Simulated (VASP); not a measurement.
# Rh (P6_3/mmc) in VASP: equation of state

How stiff is Rh in PBEsol, and what volume does it want? The cell is scaled to several volumes.

All numbers are computed with VASP 6.6.1; they aren't measurements. Logs are shortened: lines on timing, memory, paths and dates and some standing lists are left out, and cuts for length are marked.

**1. Starting point**

Symmetry: P6_3/mmc, No. 194, hexagonal system. The conventional cell has a = 2.731 Å, b = 2.731 Å, c = 4.428 Å, α = 90.00°, β = 90.00°, γ = 120.00°. Rh (site symmetry -6m2) has 12 Rh at 2.72 to 2.73 Å as nearest neighbours.

This isn't the form of Rh at room conditions, which is fcc.

**2. Equation of state, PBEsol, 13.44 Å³/atom (volume scaled by 0.94)**

File INCAR:

```
SYSTEM = Rh
ALGO     = Normal         ! electronic algorithm
EDIFF    = 1E-7           ! SCF threshold, eV
ENCUT    = 520            ! plane-wave cutoff, eV
GGA      = PS             ! functional
ISIF     = 2              ! what is computed and relaxed
ISMEAR   = -1             ! smearing method
LASPH    = .TRUE.         ! aspherical terms in the spheres
LCHARG   = .FALSE.        ! write CHGCAR
LREAL    = .FALSE.        ! projectors in reciprocal space
LWAVE    = .FALSE.        ! write WAVECAR
NBANDS   = 22             ! bands
NELM     = 80             ! most SCF steps
PREC     = Accurate       ! precision mode
SIGMA    = 0.05           ! smearing width, eV
```

File KPOINTS:

```
k-points
0
G
  11 11 6
  0 0 0
```

File POSCAR:

```
Rh
1.0
    2.6752291329      0.0000000000      0.0000000000
   -1.3376145665      2.3168163901      0.0000000000
    0.0000000000      0.0000000000      4.3380863070
Rh
2
Direct
    0.3333333333      0.6666666667      0.2500000000
    0.6666666667      0.3333333333      0.7500000000
```

Potentials or basis: VASP PAW PBE potentials, release 64 (Rh_pv).

Launch:

```sh
$ cat potpaw_PBE.64/Rh_pv/POTCAR > POTCAR
$ mpirun -np 1 vasp_std > vasp.out
```

OUTCAR:

```text
SYSTEM = Rh
   EDIFF = 1E-7
   ENCUT = 520
   GGA = PS
   ISIF = 2
   ISMEAR = -1
   LASPH = .TRUE.
   LREAL = .FALSE.
   NELM = 80
   PREC = Accurate

 Found     64 irreducible k-points:

 Following reciprocal coordinates:
            Coordinates               Weight
  0.000000  0.000000  0.000000      1.000000
  0.090909 -0.000000  0.000000      6.000000
  0.181818 -0.000000  0.000000      6.000000
  0.272727 -0.000000  0.000000      6.000000
  0.363636 -0.000000  0.000000      6.000000
  0.454545 -0.000000  0.000000      6.000000
   k-points           NKPTS =     64   k-points in BZ     NKDIM =     64   number of bands    NBANDS=     22
   number of dos      NEDOS =    301   number of ions     NIONS =      2
   total plane-waves  NPLWV =  12800
   dimension x,y,z NGX =    20 NGY =   20 NGZ =   32
   dimension x,y,z NGXF=    40 NGYF=   40 NGZF=   64
   ions per type =               2
   NGX,Y,Z   is equivalent  to a cutoff of  12.43, 12.43, 12.26 a.u.
   NGXF,Y,Z  is equivalent  to a cutoff of  24.86, 24.86, 24.53 a.u.
 SYSTEM =  Rh
   PREC   = accura    normal or accurate (medium, high low for compatibility)
   ISTART =      0    job   : 0-new  1-cont  2-samecut
   ICHARG =      2    charge: 1-file 2-atom 10-const
   ISPIN  =      1    spin polarized calculation?
   LNONCOLLINEAR =      F non collinear calculations
   LSORBIT =      F    spin-orbit coupling
   LASPH  =      T    aspherical Exc in radial PAW
   ENCUT  =  520.0 eV  38.22 Ry    6.18 a.u.   4.97  4.97  8.07*2*pi/ulx,y,z
   NELM   =     80;   NELMIN=  2; NELMDL= -5     # of ELM steps
   EDIFF  = 0.1E-06   stopping-criterion for ELM
   LREAL  =      F    real-space projection
   EDIFFG = 0.1E-05   stopping-criterion for IOM
   NSW    =      0    number of steps for IOM
   IBRION =     -1    ionic relax: 0-MD 1-quasi-New 2-CG
   NFREE  =      0    steps in history (QN), initial steepest desc. (CG)
   ISIF   =      2    stress and relaxation
   ISYM   =      2    0-nonsym 1-usesym 2-fastsym
   POTIM  = 0.5000    time-step for ionic-motion
   TEBEG  =    0.0;   TEEND  =   0.0 temperature during run
   PSTRESS=    0.0 pullay stress
   NELECT =      30.0000    total number of electrons
   NUPDOWN=      -1.0000    fix difference up-down
   EMIN   =  10.00;   EMAX   =-10.00  energy-range for DOS
   EFERMI =   0.00;   METHOD = LEGACY
   ISMEAR =    -1;   SIGMA  =   0.05  broadening in eV -4-tet -1-fermi 0-gaus
   EFERMI_NEDOS =   21; number of points for ismear=-14 and -15
   IALGO  =     38    algorithm
   IMIX   =      4    mixing-type and parameters
     AMIX     =   0.40;   BMIX     =  1.00
     AMIX_MAG =   1.60;   BMIX_MAG =  1.00
  volume/ion in A,a.u.               =      13.44        90.72
  Fermi-wavevector in a.u.,A,eV,Ry     =   1.697976  3.208710 39.227282  2.883124
  Thomas-Fermi vector in A             =   2.778560
   LORBIT       =      0    0 simple, 1 ext, 2 COOP (PROOUT), +10 PAW based schemes
   GGA     = PS    functional components
   LHFCALC =     F    Hartree Fock is set to
   AEXX    =    0.0000 exact exchange contribution
   IVDW    =     0    specifies the selected vdW correction
   LEPSILON=     F    determine dielectric tensor
   LRPA    =     F    only Hartree local field effects (RPA)
 non-spin polarized calculation
  energy-cutoff  :      520.00
  volume of cell :       26.89
 maximum number of plane-waves:       752
 NGX is ok and might be reduce to    20
   NGX =  9   NGY =  9   NGZ = 17

 number of electron      30.0000002 magnetization

 Free energy of the ion-electron system (eV)
  ---------------------------------------------------
  ext. energy  EPLUGINS =         0.00000000
  ---------------------------------------------------
  free energy    TOTEN  =       -16.20023382 eV

  energy without entropy =      -16.17303184  energy(sigma->0) =      -16.18663283

 E-fermi :  12.2645     XC(G=0): -14.3613

 val. band max:       12.2520699000   @ k =   0.0909  -0.0000   0.3333
 cond. band min:      12.2731553960   @ k =   0.0909   0.0909   0.3333
 fundamental gap:      0.0210854960
 Fermi energy:        12.2644761666

 k-point     1 :       0.0000    0.0000    0.0000
  band No.  band energies     occupation
      1     -34.9966      2.00000
      2     -34.2900      2.00000
      3     -34.2900      2.00000
      4     -34.1868      2.00000
      5     -34.1759      2.00000
      6     -34.1759      2.00000
[... 14 lines left out ...]
     21      30.3108      0.00000
     22      31.0102      0.00000

 k-point     2 :       0.0909   -0.0000    0.0000
  band No.  band energies     occupation
      1     -34.9759      2.00000
      2     -34.3375      2.00000
      3     -34.3053      2.00000
      4     -34.2251      2.00000
      5     -34.1952      2.00000
      6     -34.1835      2.00000
[... 14 lines left out ...]
     21      30.6505      0.00000
     22      31.2515      0.00000

 k-point     3 :       0.1818   -0.0000    0.0000
  band No.  band energies     occupation
      1     -34.9171      2.00000
      2     -34.4650      2.00000
      3     -34.3546      2.00000
      4     -34.3452      2.00000
      5     -34.2210      2.00000
      6     -34.2047      2.00000
[... 14 lines left out ...]
     21      30.9110      0.00000
     22      31.1471      0.00000

 k-point     4 :       0.2727   -0.0000    0.0000
  band No.  band energies     occupation
      1     -34.8306      2.00000
      2     -34.6322      2.00000
      3     -34.5189      2.00000
      4     -34.3954      2.00000
      5     -34.2641      2.00000
      6     -34.2341      2.00000
[... 14 lines left out ...]
     21      28.8743      0.00000
     22      29.1853      0.00000

 k-point     5 :       0.3636   -0.0000    0.0000
  band No.  band energies     occupation
      1     -34.7856      2.00000
      2     -34.7337      2.00000
      3     -34.6652      2.00000
      4     -34.4402      2.00000
      5     -34.3209      2.00000
      6     -34.2620      2.00000
[... 14 lines left out ...]
     21      26.8538      0.00000
     22      27.7325      0.00000

 k-point     6 :       0.4545   -0.0000    0.0000
  band No.  band energies     occupation
      1     -34.8766      2.00000
      2     -34.7503      2.00000
      3     -34.6576      2.00000
      4     -34.4663      2.00000
      5     -34.3732      2.00000
      6     -34.2789      2.00000
[... 14 lines left out ...]
     21      25.6149      0.00000
     22      26.7359      0.00000

 [... further k-points ...]

------------------------ aborting loop because EDIFF is reached ----------------------------------------

  FORCE on cell =-STRESS in cart. coord.  units (eV):
  Direction    XX          YY          ZZ          XY          YZ          ZX
  --------------------------------------------------------------------------------------
  -------------------------------------------------------------------------------------
  Total        0.4665870      0.4665870      0.2779401     -0.0000000     -0.0000000      0.0000000
  in kB       27.8030465     27.8030465     16.5619324     -0.0000000     -0.0000000      0.0000000
  external PRESSURE =      24.0560084 kB  Pullay stress =       0.0000000 kB

 VOLUME and BASIS-vectors are now :
 -----------------------------------------------------------------------------
  energy-cutoff  :      520.00
  volume of cell :       26.89
      direct lattice vectors                 reciprocal lattice vectors
     2.675229133  0.000000000  0.000000000     0.373799757  0.215813390  0.000000000
    -1.337614567  2.316816390  0.000000000     0.000000000  0.431626781  0.000000000
     0.000000000  0.000000000  4.338086307     0.000000000  0.000000000  0.230516391

 POSITION                                       TOTAL-FORCE (eV/Angst)
 -----------------------------------------------------------------------------------
     -0.00000      1.54454      1.08452         0.000000      0.000000      0.000000
      1.33761      0.77227      3.25356        -0.000000     -0.000000      0.000000
 -----------------------------------------------------------------------------------
    total drift:                               -0.000000      0.000000     -0.000000

  FREE ENERGIE OF THE ION-ELECTRON SYSTEM (eV)
  ---------------------------------------------------
  free  energy   TOTEN  =       -16.2002338220 eV

  energy  without entropy=      -16.1730318372  energy(sigma->0) =      -16.18663283
```

It took 24 s on 1 thread of Intel Xeon Platinum 8488C (Sapphire Rapids), shared host; peak memory 0.15 GiB.

What came out:

| Quantity | Value |
| --- | --- |
| Free energy | -16.2002 eV |
| Pressure | 2.4 GPa |
| Band gap on the k mesh | none (metal or under the smearing width) |

Caveat: the PAW data sets were made with another functional, which shifts forces and pressure a little.

**3. Equation of state, PBEsol, 13.73 Å³/atom (volume scaled by 0.96)**

INCAR is that of step 2.

KPOINTS is that of step 2.

File POSCAR:

```
Rh
1.0
    2.6940693954      0.0000000000      0.0000000000
   -1.3470346977      2.3331325361      0.0000000000
    0.0000000000      0.0000000000      4.3686372171
Rh
2
Direct
    0.3333333333      0.6666666667      0.2500000000
    0.6666666667      0.3333333333      0.7500000000
```

Potentials or basis: VASP PAW PBE potentials, release 64 (Rh_pv).

Launch:

```sh
$ cat potpaw_PBE.64/Rh_pv/POTCAR > POTCAR
$ mpirun -np 1 vasp_std > vasp.out
```

Run time: 32 s. Hardware: 1 thread of Intel Xeon Platinum 8488C (Sapphire Rapids), shared host; peak memory 0.15 GiB.

It converged, with:

```yaml
Free_energy: -16.1982 eV
Pressure: -3.7 GPa
Band_gap_on_the_k_mesh: none (metal or under the smearing width)
```

Caveat: the PAW data sets were made with another functional, which shifts forces and pressure a little.

**4. Equation of state, PBEsol, 14.02 Å³/atom (volume scaled by 0.98)**

INCAR is that of step 3.

KPOINTS is that of step 3.

File POSCAR:

```
Rh
1.0
    2.7126497715      0.0000000000      0.0000000000
   -1.3563248858      2.3492236138      0.0000000000
    0.0000000000      0.0000000000      4.3987667018
Rh
2
Direct
    0.3333333333      0.6666666667      0.2500000000
    0.6666666667      0.3333333333      0.7500000000
```

Launch:

```sh
$ cat potpaw_PBE.64/Rh_pv/POTCAR > POTCAR
$ mpirun -np 1 vasp_std > vasp.out
```

It took 23 s on 1 thread of Intel Xeon Platinum 8488C (Sapphire Rapids), shared host; peak memory 0.15 GiB.

The run converged. Its results:

```
Free energy            : -16.1757 eV
Pressure               : -9.0 GPa
Band gap on the k mesh : none (metal or under the smearing width)
```

Caveat: the PAW data sets were made with another functional, which shifts forces and pressure a little.

**5. Equation of state, PBEsol, 14.59 Å³/atom (volume scaled by 1.02)**

INCAR is that of step 4.

KPOINTS is that of step 4.

File POSCAR:

```
Rh
1.0
    2.7490655232      0.0000000000      0.0000000000
   -1.3745327616      2.3807605798      0.0000000000
    0.0000000000      0.0000000000      4.4578175964
Rh
2
Direct
    0.3333333333      0.6666666667      0.2500000000
    0.6666666667      0.3333333333      0.7500000000
```

Launch:

```sh
$ cat potpaw_PBE.64/Rh_pv/POTCAR > POTCAR
$ mpirun -np 1 vasp_std > vasp.out
```

It took 24 s on 1 thread of Intel Xeon Platinum 8488C (Sapphire Rapids), shared host; peak memory 0.16 GiB.

The run converged. Its results:

```yaml
Free_energy: -16.0793 eV
Pressure: -17.8 GPa
Band_gap_on_the_k_mesh: none (metal or under the smearing width)
```

Caveat: the PAW data sets were made with another functional, which shifts forces and pressure a little.

**6. Equation of state, PBEsol, 14.87 Å³/atom (volume scaled by 1.04)**

INCAR is that of step 5.

KPOINTS is that of step 5.

File POSCAR:

```
Rh
1.0
    2.7669170982      0.0000000000      0.0000000000
   -1.3834585491      2.3962204973      0.0000000000
    0.0000000000      0.0000000000      4.4867652751
Rh
2
Direct
    0.3333333333      0.6666666667      0.2500000000
    0.6666666667      0.3333333333      0.7500000000
```

Potentials or basis: VASP PAW PBE potentials, release 64 (Rh_pv).

Launch:

```sh
$ cat potpaw_PBE.64/Rh_pv/POTCAR > POTCAR
$ mpirun -np 1 vasp_std > vasp.out
```

Run time: 27 s. Hardware: 1 thread of Intel Xeon Platinum 8488C (Sapphire Rapids), shared host; peak memory 0.17 GiB.

It converged, with:

```
Free energy            : -16.0096 eV
Pressure               : -21.4 GPa
Band gap on the k mesh : none (metal or under the smearing width)
```

Caveat: the PAW data sets were made with another functional, which shifts forces and pressure a little.

[end of part 1 of 2]
